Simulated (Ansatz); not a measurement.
**Al2Au: equation of state with PBEsol**

Al2Au:

```
Au Al
1.0
     0.00000    3.00000    3.00000
     3.00000    0.00000    3.00000
     3.00000    3.00000    0.00000
Au Al
1 2
Direct
  0.00000 0.00000 0.00000
  0.75000 0.75000 0.75000
  0.25000 0.25000 0.25000
```

```json
{
 "Program": "Ansatz 0.2.0",
 "Task": "equation of state",
 "Functional": "PBEsol",
 "Potentials or basis": "Ansatz PAW",
 "Cutoff": "420 eV",
 "Density cutoff": "1680 eV",
 "k mesh": "8 × 8 × 8",
 "Occupations": "fermi-dirac, width 0.05 eV",
 "Spin": "no spin polarisation"
}
```

```yaml
Equilibrium_volume: 18.01 Å³/atom
Bulk_modulus: 114 GPa
Pressure_derivative_of_the_bulk_modulus: 4.9
```

Energy against volume, from the lowest point:
```tsv
volume (Å³/atom)	energy (meV/atom)
16.920	26.53
17.280	11.41
17.640	2.80
18.000	0.00
18.360	2.34
18.720	9.27
19.080	20.27
```

All runs of the series together: 5.8 s on 2 threads of Arm Neoverse V2 (shared host).

Spin-orbit coupling is left out, which matters for the levels of Au.
